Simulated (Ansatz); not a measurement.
`N=C(O)[SiH2][SiH3]` and `N=C(N)O` differ in one atom or group.

Ansatz, PBE0-D4/def2-TZVP geometries, multiplicity 1. Each molecule was computed in one conformer, which needn't be the lowest.

```tsv
property	`N=C(O)[SiH2][SiH3]`
HOMO energy (PBE/def2-TZVPP) / eV	-6.35
LUMO energy (ωB97M-V/def2-TZVPP) / eV	1.49
HOMO energy (ωB97M-V/def2-TZVPP) / eV	-9.95
HOMO–LUMO gap (ωB97M-V/def2-TZVPP) / eV	11.43
LUMO energy (B3LYP/def2-TZVPP) / eV	-0.74
LUMO energy (PBE0/def2-TZVPP) / eV	-0.53
```

Q: What does the change do to each property? (An estimate is asked.)

A: The calculation gave: 
| property | `N=C(N)O` | shift |
| --- | --- | --- |
| HOMO energy (PBE/def2-TZVPP) / eV | -5.68 | 0.67 |
| LUMO energy (ωB97M-V/def2-TZVPP) / eV | 2.04 | 0.55 |
| HOMO energy (ωB97M-V/def2-TZVPP) / eV | -9.35 | 0.60 |
| HOMO–LUMO gap (ωB97M-V/def2-TZVPP) / eV | 11.39 | -0.04 |
| LUMO energy (B3LYP/def2-TZVPP) / eV | 0.21 | 0.95 |
| LUMO energy (PBE0/def2-TZVPP) / eV | 0.61 | 1.14 |

With PBE0 the HOMO rises by 0.68 eV and the LUMO rises by 1.14 eV, so the gap widens by about 0.46 eV. PBE moves the HOMO by 0.67 eV and ωB97M-V by 0.60 eV.

B3LYP here is the variant with VWN-RPA as its local correlation; programs differ in this.

Positive LUMOs are unbound, so they and the gaps depend on the basis.
